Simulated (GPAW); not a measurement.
Ge:

```
CELL_PARAMETERS angstrom
4.05040 0.00000 0.00000
-2.02520 3.50775 0.00000
0.00000 0.00000 10.99336
ATOMIC_POSITIONS crystal
Ge 0.66667 0.33333 0.41485
Ge 0.33333 0.66667 0.91485
Ge 0.00000 0.00000 0.47745
Ge 0.00000 0.00000 0.97745
```

This isn't the form of Ge at room conditions, which is diamond.

```yaml
Program: GPAW 26.7.0
Task: relaxation of cell and atoms
Functional: PBEsol
Dispersion: D3(BJ)+ATM
Potentials_or_basis: PAW data sets generated in the run's folder for this functional
Cutoff: 600 eV
Basis: pw
k_mesh: 7 × 7 × 2
Occupations: fermi-dirac, width 0.05 eV
Spin: no spin polarisation
```

At the start: pressure -2.2 GPa; volume 39.05 Å³/atom.

Where does the relaxation end?

Over 30 steps the energy falls by 528.9 meV/atom and the volume is 18.81 Å³/atom (-51.8 %); space group P6_3/mmc (No. 194, to 0.05 Å).

Step by step:
| step | energy change (eV) | largest force (eV/Å) | pressure (GPa) | volume (Å³) |
| --- | --- | --- | --- | --- |
| 1 | 0.0000 | 0.1161 | -2.19 | 156.19 |
| 2 | -0.0128 | 0.0894 | -2.00 | 155.30 |
| 3 | -0.0622 | 0.1417 | -0.12 | 147.67 |
| 4 | -0.0647 | 0.1172 | -0.28 | 148.00 |
| 5 | -0.0756 | 0.0306 | -0.68 | 147.89 |
| 6 | -0.0980 | 0.1275 | -1.16 | 145.50 |
| 7 | -0.1466 | 0.3885 | -1.70 | 137.97 |
| 8 | -0.2016 | 0.5331 | -2.08 | 130.41 |
| 9 | -0.2898 | 0.4993 | -2.37 | 123.07 |
| 10 | -0.4235 | 0.4295 | -2.49 | 116.00 |
| 11 | -0.5843 | 0.3411 | -2.43 | 109.41 |
| 12 | -0.7716 | 0.1773 | -2.24 | 103.38 |
| 13 | -0.9836 | 0.0718 | -1.75 | 97.94 |
| 14 | -1.2376 | 0.3376 | -0.86 | 93.17 |
| 15 | -1.4702 | 0.3021 | -0.63 | 89.32 |
| 16 | -1.6199 | 0.3326 | -1.86 | 85.60 |
| 17 | -1.6538 | 0.3671 | -0.13 | 81.10 |
| 18 | -1.6692 | 0.3867 | -0.78 | 82.27 |
| 19 | -1.6758 | 0.4055 | -0.46 | 81.85 |
| 20 | -1.7001 | 0.4874 | 1.58 | 79.22 |
| 21 | -1.7123 | 0.4990 | 1.94 | 78.58 |
| 22 | -1.8945 | 0.6306 | 3.75 | 73.81 |
| 23 | -1.9746 | 0.1715 | 7.13 | 69.67 |
| 24 | -2.0402 | 0.3643 | 2.92 | 72.77 |
| 25 | -2.0634 | 0.0392 | 0.48 | 74.32 |
| 26 | -2.0789 | 0.1018 | 0.62 | 74.38 |
| 27 | -2.1032 | 0.1434 | 0.41 | 74.90 |
| 28 | -2.1010 | 0.0970 | 0.31 | 75.28 |
| 29 | -2.1141 | 0.0537 | 0.12 | 75.16 |
| 30 | -2.1157 | 0.0225 | 0.06 | 75.23 |

Final structure:
```
CELL_PARAMETERS angstrom
3.74639 0.00000 0.00000
-1.87320 3.24447 0.00000
0.00000 0.00000 6.18881
ATOMIC_POSITIONS crystal
Ge 0.66667 0.33333 0.32165
Ge 0.33333 0.66667 0.82165
Ge 0.00000 0.00000 0.57064
Ge 0.00000 0.00000 0.07064
```

Caveat: later steps reuse the first step's grids; the volume moved by over 15 % at a fixed basis, so the end points are rough; pairwise dispersion overbinds metals, which lowers pressure and volume.
